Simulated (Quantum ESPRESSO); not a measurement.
The system is Ag.

```
Ag
1.0
     0.00000    2.04275    2.04275
     2.04275    0.00000    2.04275
     2.04275    2.04275    0.00000
Ag
1
Direct
  0.00000 0.00000 0.00000
```

Base run:

```yaml
Program: Quantum ESPRESSO 7.5
Functional: PBE
Potentials_or_basis: Ansatz NC SR PBE
Cutoff: 966 eV
Density_cutoff: 3864 eV
k_mesh: 11 × 11 × 11
Occupations: fermi-dirac, width 0.05 eV
Spin: no spin polarisation
```

Its results: band gap on the k mesh none (metal or under the smearing width); pressure 4.4 GPa.

Q: The run is repeated on the same cell with these changes: potentials or basis from Ansatz NC SR PBE to GBRV 1.5 PBE; cutoff from 966 eV to 612 eV; density cutoff from 3864 eV to 4898 eV. What comes out?

A: Band gap on the k mesh none (metal or under the smearing width); pressure 3.4 GPa.
